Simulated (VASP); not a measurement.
# Zn (Fm-3m) in VASP: notebook

Aim: see how the results for Zn move with the level of theory and the settings. Levels: PBE, PBEsol. Tasks: equation of state.

All numbers are computed with VASP 6.6.1; they aren't measurements. Logs are shortened: lines on timing, memory, paths and dates and some standing lists are left out, and cuts for length are marked.

### 1 Starting point

It takes space group Fm-3m (No. 225, cubic). Conventional cell: a = 3.930 Å, b = 3.930 Å, c = 3.930 Å, α = 90.00°, β = 90.00°, γ = 90.00°. Zn (site symmetry m-3m) has 12 Zn at 2.78 Å as nearest neighbours.

This isn't the form of Zn at room conditions, which is hcp.

### 2 Equation of state, PBE, 14.26 Å³/atom (volume scaled by 0.94)

INCAR reads:

```
SYSTEM = Zn
  PREC = Accurate
  ENCUT = 520
  EDIFF = 1E-7
  ISMEAR = -1
  SIGMA = 0.05
  LREAL = .False.
  LASPH = .True.
  NELM = 100
  ALGO = Normal
  ISIF = 2
  LWAVE = .False.
  LCHARG = .False.
  GGA = PE
  NBANDS = 12
```

KPOINTS reads:

```
regular mesh
0
Gamma
  12 12 12
  0 0 0
```

POSCAR reads:

```
Zn
1.0
    0.0000000000      1.9246672763      1.9246672763
    1.9246672763      0.0000000000      1.9246672763
    1.9246672763      1.9246672763      0.0000000000
Zn
1
Direct
    0.0000000000      0.0000000000      0.0000000000
```

Potentials or basis: VASP PAW PBE potentials, release 64 (Zn).

On the command line:

```console
> cat potpaw_PBE.64/Zn/POTCAR > POTCAR
> mpirun -np 1 vasp_std > vasp.out
```

OUTCAR:

```text
SYSTEM = Zn
   PREC = Accurate
   ENCUT = 520
   EDIFF = 1E-7
   ISMEAR = -1
   LREAL = .False.
   LASPH = .True.
   NELM = 100
   ISIF = 2
   GGA = PE

 ion  position               nearest neighbor table
   1  0.000  0.000  0.000-

  LATTYP: Found a face centered cubic cell.
 ALAT       =     3.8493345526

  Lattice vectors:

 A1 = (   0.0000000000,   1.9246672763,   1.9246672763)
 A2 = (   1.9246672763,   0.0000000000,   1.9246672763)
 A3 = (   1.9246672763,   1.9246672763,   0.0000000000)

Analysis of symmetry for initial positions (statically):
=====================================================================
 Subroutine PRICEL returns:
 Original cell was already a primitive cell.

 Routine SETGRP: Setting up the symmetry group for a
 face centered cubic supercell.

 Subroutine GETGRP returns: Found 48 space group operations
 (whereof 48 operations were pure point group operations)
 out of a pool of 48 trial point group operations.

The static configuration has the point symmetry O_h .

Analysis of symmetry for dynamics (positions and initial velocities):
=====================================================================
 Subroutine PRICEL returns:
 Original cell was already a primitive cell.

 Routine SETGRP: Setting up the symmetry group for a
 face centered cubic supercell.

 Subroutine GETGRP returns: Found 48 space group operations
 (whereof 48 operations were pure point group operations)
 out of a pool of 48 trial point group operations.

The dynamic configuration has the point symmetry O_h .

 Subroutine INISYM returns: Found 48 space group operations
 (whereof 48 operations are pure point group operations),
 and found     1 'primitive' translations

----------------------------------------------------------------------------------------

                                     Primitive cell

  volume of cell :      14.2593

  direct lattice vectors                    reciprocal lattice vectors
     0.000000000  1.924667276  1.924667276    -0.259785162  0.259785162  0.259785162
     1.924667276  0.000000000  1.924667276     0.259785162 -0.259785162  0.259785162
     1.924667276  1.924667276  0.000000000     0.259785162  0.259785162 -0.259785162

  length of vectors
     2.721890565  2.721890565  2.721890565     0.449961099  0.449961099  0.449961099

  position of ions in fractional coordinates (direct lattice)
     0.000000000  0.000000000  0.000000000

  ion indices of the primitive-cell ions
   primitive index   ion index
                 1           1

----------------------------------------------------------------------------------------

 KPOINTS: regular mesh

Automatic generation of k-mesh.
 Grid dimensions read from file:
 generate k-points for:   12   12   12

 Generating k-lattice:

  Cartesian coordinates                     Fractional coordinates (reciprocal lattice)
    -0.021648763  0.021648763  0.021648763     0.083333333  0.000000000  0.000000000
     0.021648763 -0.021648763  0.021648763     0.000000000  0.083333333  0.000000000
     0.021648763  0.021648763 -0.021648763     0.000000000  0.000000000  0.083333333

  Length of vectors
     0.037496758  0.037496758  0.037496758

  Shift w.r.t. Gamma in fractional coordinates (k-lattice)
     0.000000000  0.000000000  0.000000000

 Subroutine IBZKPT returns following result:
 ===========================================

 Found     72 irreducible k-points:

 Following reciprocal coordinates:
            Coordinates               Weight
  0.000000  0.000000  0.000000      1.000000
  0.083333  0.000000  0.000000      8.000000
  0.166667  0.000000  0.000000      8.000000
  0.250000  0.000000  0.000000      8.000000
  0.333333  0.000000  0.000000      8.000000
  0.416667  0.000000  0.000000      8.000000
[... 42 lines left out ...]
  0.333333  0.250000  0.083333     24.000000
  0.416667  0.250000  0.083333     48.000000
 [... further k-points ...]
   k-points           NKPTS =     72   k-points in BZ     NKDIM =     72   number of bands    NBANDS=     12
   number of dos      NEDOS =    301   number of ions     NIONS =      1
   total plane-waves  NPLWV =   8000
   dimension x,y,z NGX =    20 NGY =   20 NGZ =   20
   dimension x,y,z NGXF=    40 NGYF=   40 NGZF=   40
   ions per type =               1
   NGX,Y,Z   is equivalent  to a cutoff of  12.22, 12.22, 12.22 a.u.
   NGXF,Y,Z  is equivalent  to a cutoff of  24.43, 24.43, 24.43 a.u.
 SYSTEM =  Zn
   PREC   = accura    normal or accurate (medium, high low for compatibility)
   ISTART =      0    job   : 0-new  1-cont  2-samecut
   ICHARG =      2    charge: 1-file 2-atom 10-const
   ISPIN  =      1    spin polarized calculation?
   LNONCOLLINEAR =      F non collinear calculations
   LSORBIT =      F    spin-orbit coupling
   LASPH  =      T    aspherical Exc in radial PAW
   ENCUT  =  520.0 eV  38.22 Ry    6.18 a.u.   5.06  5.06  5.06*2*pi/ulx,y,z
   NELM   =    100;   NELMIN=  2; NELMDL= -5     # of ELM steps
   EDIFF  = 0.1E-06   stopping-criterion for ELM
   LREAL  =      F    real-space projection
   EDIFFG = 0.1E-05   stopping-criterion for IOM
   NSW    =      0    number of steps for IOM
   IBRION =     -1    ionic relax: 0-MD 1-quasi-New 2-CG
   NFREE  =      0    steps in history (QN), initial steepest desc. (CG)
   ISIF   =      2    stress and relaxation
   ISYM   =      2    0-nonsym 1-usesym 2-fastsym
   POTIM  = 0.5000    time-step for ionic-motion
   TEBEG  =    0.0;   TEEND  =   0.0 temperature during run
   PSTRESS=    0.0 pullay stress
   NELECT =      12.0000    total number of electrons
   NUPDOWN=      -1.0000    fix difference up-down
   EMIN   =  10.00;   EMAX   =-10.00  energy-range for DOS
   EFERMI =   0.00;   METHOD = LEGACY
   ISMEAR =    -1;   SIGMA  =   0.05  broadening in eV -4-tet -1-fermi 0-gaus
   EFERMI_NEDOS =   21; number of points for ismear=-14 and -15
   IALGO  =     38    algorithm
   IMIX   =      4    mixing-type and parameters
     AMIX     =   0.40;   BMIX     =  1.00
     AMIX_MAG =   1.60;   BMIX_MAG =  1.00
  volume/ion in A,a.u.               =      14.26        96.23
  Fermi-wavevector in a.u.,A,eV,Ry     =   1.545621  2.920800 32.503547  2.388943
  Thomas-Fermi vector in A             =   2.650973
   LORBIT       =      0    0 simple, 1 ext, 2 COOP (PROOUT), +10 PAW based schemes
   GGA     = PE    functional components
   LHFCALC =     F    Hartree Fock is set to
   AEXX    =    0.0000 exact exchange contribution
   IVDW    =     0    specifies the selected vdW correction
   LEPSILON=     F    determine dielectric tensor
   LRPA    =     F    only Hartree local field effects (RPA)
 non-spin polarized calculation
  energy-cutoff  :      520.00
  volume of cell :       14.26
 maximum number of plane-waves:       397
   NGX = 11   NGY = 11   NGZ = 11

 number of electron      12.0000006 magnetization

 Free energy of the ion-electron system (eV)
  ---------------------------------------------------
  ext. energy  EPLUGINS =         0.00000000
  ---------------------------------------------------
  free energy    TOTEN  =        -1.06321474 eV

  energy without entropy =       -1.06043422  energy(sigma->0) =       -1.06182448

 E-fermi :   3.4904     XC(G=0): -11.9062

 val. band max:        3.4621558540   @ k =  -0.3333   0.3333   0.1667
 cond. band min:       3.5852861139   @ k =  -0.4167   0.0833   0.0000
 fundamental gap:      0.1231302599
 Fermi energy:         3.4903685818

 k-point     1 :       0.0000    0.0000    0.0000
  band No.  band energies     occupation
      1      -7.3240      2.00000
      2      -4.2606      2.00000
      3      -4.2606      2.00000
      4      -4.2606      2.00000
      5      -3.8339      2.00000
      6      -3.8339      2.00000
      7      22.6855      0.00000
      8      22.6855      0.00000
      9      22.6855      0.00000
     10      22.8989      0.00000
     11      25.3780      0.00000
     12      25.3780      0.00000

 k-point     2 :       0.0833    0.0000    0.0000
  band No.  band energies     occupation
      1      -7.1057      2.00000
      2      -4.2798      2.00000
      3      -4.2347      2.00000
      4      -4.2347      2.00000
      5      -3.8410      2.00000
      6      -3.8410      2.00000
      7      19.3625      0.00000
      8      22.0229      0.00000
      9      22.0229      0.00000
     10      22.7694      0.00000
     11      26.4158      0.00000
     12      26.4158      0.00000

 k-point     3 :       0.1667    0.0000    0.0000
  band No.  band energies     occupation
      1      -6.4772      2.00000
      2      -4.3030      2.00000
      3      -4.1833      2.00000
      4      -4.1833      2.00000
      5      -3.8400      2.00000
      6      -3.8400      2.00000
      7      15.1406      0.00000
      8      21.0499      0.00000
      9      21.0499      0.00000
     10      22.5556      0.00000
     11      27.9932      0.00000
     12      28.3004      0.00000
[... 526 lines left out ...]
 k-point    39 :      -0.3333    0.3333    0.0000
  band No.  band energies     occupation
      1      -4.6963      2.00000
      2      -4.4340      2.00000
      3      -4.1533      2.00000
      4      -3.8378      2.00000
      5      -3.6200      2.00000
      6       2.7984      2.00000
      7       5.5308      0.00000
      8       7.1543      0.00000
      9      15.0961      0.00000
     10      18.2382      0.00000
     11      30.2215      0.00000
     12      32.5813      0.00000

 k-point    40 :       0.4167    0.4167    0.0000
  band No.  band energies     occupation
      1      -5.0017      2.00000
      2      -4.9047      2.00000
      3      -3.5533      2.00000
      4      -3.5042      2.00000
      5      -3.5042      2.00000
      6       0.3680      2.00000
      7       8.0643      0.00000
      8      12.6617      0.00000
      9      12.6617      0.00000
     10      16.2209      0.00000
     11      17.6282      0.00000
     12      40.0309      0.00000

 [... further k-points ...]

------------------------ aborting loop because EDIFF is reached ----------------------------------------

  FORCE on cell =-STRESS in cart. coord.  units (eV):
  Direction    XX          YY          ZZ          XY          YZ          ZX
  --------------------------------------------------------------------------------------
  -------------------------------------------------------------------------------------
  Total        0.4546862      0.4546862      0.4546862      0.0000000     -0.0000000     -0.0000000
  in kB       51.0887617     51.0887617     51.0887617      0.0000000     -0.0000000     -0.0000000
  external PRESSURE =      51.0887617 kB  Pullay stress =       0.0000000 kB

 VOLUME and BASIS-vectors are now :
 -----------------------------------------------------------------------------
  energy-cutoff  :      520.00
  volume of cell :       14.26
      direct lattice vectors                 reciprocal lattice vectors
     0.000000000  1.924667276  1.924667276    -0.259785162  0.259785162  0.259785162
     1.924667276  0.000000000  1.924667276     0.259785162 -0.259785162  0.259785162
     1.924667276  1.924667276  0.000000000     0.259785162  0.259785162 -0.259785162

 POSITION                                       TOTAL-FORCE (eV/Angst)
 -----------------------------------------------------------------------------------
      0.00000      0.00000      0.00000         0.000000      0.000000     -0.000000
 -----------------------------------------------------------------------------------
    total drift:                                0.000000      0.000000      0.000000

  FREE ENERGIE OF THE ION-ELECTRON SYSTEM (eV)
  ---------------------------------------------------
  free  energy   TOTEN  =        -1.0632147366 eV

  energy  without entropy=       -1.0604342163  energy(sigma->0) =       -1.06182448
```

It took 8.7 s on 1 thread of Intel Xeon 6975P-C (Granite Rapids), shared host; peak memory 0.11 GiB.

Results:

| Quantity | Value |
| --- | --- |
| Free energy | -1.0632 eV |
| Pressure | 5.1 GPa |
| Band gap on the k mesh | none (metal or under the smearing width) |

### 3 Equation of state, PBE, 14.56 Å³/atom (volume scaled by 0.96)

INCAR reads:

```
  PREC = Accurate
  ENCUT = 520
  EDIFF = 1E-7
  ISMEAR = -1
  SIGMA = 0.05
  LREAL = F
  LASPH = T
  NELM = 80
  ALGO = Normal
  ISIF = 2
  LWAVE = F
  LCHARG = F
  GGA = PE
  NBANDS = 12
```

KPOINTS reads:

```
Automatic mesh
0
Gamma
  12 12 12
```

POSCAR reads:

```
Zn
1.0
    0.0000000000      1.9382217178      1.9382217178
    1.9382217178      0.0000000000      1.9382217178
    1.9382217178      1.9382217178      0.0000000000
Zn
1
Direct
    0.0000000000      0.0000000000      0.0000000000
```

Potentials or basis: VASP PAW PBE potentials, release 64 (Zn).

On the command line:

```console
> cat potpaw_PBE.64/Zn/POTCAR > POTCAR
> mpirun -np 1 vasp_std > vasp.out
```

Run time: 9.5 s. Hardware: 1 thread of Intel Xeon 6975P-C (Granite Rapids), shared host; peak memory 0.12 GiB.

It converged, with:

| Property | Result |
| --- | --- |
| Free energy | -1.0711 eV |
| Pressure | 3.2 GPa |
| Band gap on the k mesh | none (metal or under the smearing width) |

(Continued in part 2 of 2.)
